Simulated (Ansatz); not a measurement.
Here is an Ansatz 0.2.0 calculation.

File input.yaml:

```yaml
crystal:
  lattice:
    - [3.1967, 0.0, 0.0]
    - [-1.59835, 2.7684234083, 0.0]
    - [0.0, 0.0, 5.0578]
  atoms:
    - { symbol: Hf, position: [0.6666666667, 0.3333333333, 0.75] }
    - { symbol: Hf, position: [0.3333333333, 0.6666666667, 0.25] }
kpoints:
  mp_grid: { grid: [10, 10, 5] }
  band_path:
    path:
      - [0.0, 0.0, 0.0]
      - [0.5, 0.0, 0.0]
      - [0.3333333333, 0.3333333333, 0.0]
      - [0.0, 0.0, 0.0]
      - [0.0, 0.0, 0.5]
      - [0.5, 0.0, 0.5]
      - [0.3333333333, 0.3333333333, 0.5]
      - [0.0, 0.0, 0.5]
    npoints: 10
scf:
  occupations: { method: fermi_dirac, width: 0.05 }
hamiltonian:
  xc: pbesol
  pseudopotentials: { kind: all_electron, lapw: { basis_error: 0.001 } }
output:
  forces: true
  stress: true
  eigenvalues: true
```

Potentials or basis: all-electron LAPW, scalar-relativistic.

The run is started by

```bash
$ ansatz run input.yaml --threads 1 --pin off --max-ram 3072MiB --backend cpu --events-out ev --progress --plain --runs-dir out
```

Q: What does it give for the band gap along the path?

A: None (metal or under the smearing width).

Q: Predict the pressure.

A: -3.9 GPa.

Stress tensor (GPa, compression positive):
```
-3.75  0.00  0.00
 0.00 -3.75  0.00
 0.00  0.00 -4.18
```

Caveat: spin-orbit coupling is left out, which moves the levels of the heavy elements.
